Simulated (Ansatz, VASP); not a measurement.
AgCl in VASP and in Ansatz

The input POSCAR:

```
AgCl
1.0
    3.4339730000      0.0000000000      0.0000000000
    0.0000000000      3.4339730000      0.0000000000
    0.0000000000      0.0000000000      3.4339730000
Ag Cl
1 1
Direct
    0.0000000000      0.0000000000      0.0000000000
    0.5000000000      0.5000000000      0.5000000000
```

Contents of INCAR.step1:

```
PREC = Accurate
ENCUT = 520
ISMEAR = 0
SIGMA = 0.05
LREAL = False
LASPH = True
NELM = 80
NBANDS = 16
GGA = PE
ALGO = Normal
EDIFF = 1E-4
LWAVE = True
LCHARG = False
```

The input INCAR.step2:

```
PREC = Accurate
ENCUT = 520
EDIFF = 1E-7
ISMEAR = 0
SIGMA = 0.05
LREAL = False
LASPH = True
NELM = 80
ALGO = Normal
ISIF = 2
LWAVE = False
LCHARG = True
METAGGA = R2SCAN
LMIXTAU = True
LELF = True
LVHAR = True
NBANDS = 16
ISTART = 1
```

Contents of KPOINTS:

```
Automatic mesh
0
Gamma
  10 10 10
```

Input for Ansatz:

```yaml
crystal:
  lattice:
    - [3.433973, 0.0, 0.0]
    - [0.0, 3.433973, 0.0]
    - [0.0, 0.0, 3.433973]
  atoms:
    - { symbol: Ag, position: [0.0, 0.0, 0.0] }
    - { symbol: Cl, position: [0.5, 0.5, 0.5] }
basis:
  ecutwfc: 500
kpoints:
  mp_grid: { grid: [10, 10, 10] }
hamiltonian:
  xc: r2scan
scf:
  occupations: { method: gaussian, width: 0.05 }
output:
  forces: true
  stress: true
  eigenvalues: true
```

Measurements of this composition are mostly on another form, of space group No. 225.

Alike in both runs: task single point; functional r2SCAN; k mesh 10 × 10 × 10; occupations gaussian, width 0.05 eV; no spin polarisation.

|  | VASP | Ansatz |
| --- | --- | --- |
| version | VASP 6.6.1 | Ansatz 0.2.0 |
| potentials or method | VASP PAW PBE potentials, release 64 (Ag, Cl) | scalar-relativistic, plane waves, PAW |
| plane-wave cutoff (eV) | 520 | 500 |
| valence electrons in the cell | 18 | 26 |

|  | VASP | Ansatz | Ansatz less VASP |
| --- | --- | --- | --- |
| gap on the k mesh at the Fermi level (eV) | 1.17 | 1.21 | +0.040 |
| least direct gap on the mesh (eV) | 2.72 | 2.74 | +0.017 |
| pressure (GPa) | -1.9 | -1.8 | +0.09 |

The two sets of potentials don't hold the same shells in valence.

Caveats: the PAW data sets were made with another functional, which shifts forces and pressure a little (VASP). r2SCAN opens gaps a little over a GGA but as a rule still falls short of measured ones. A k mesh can miss the band edges.
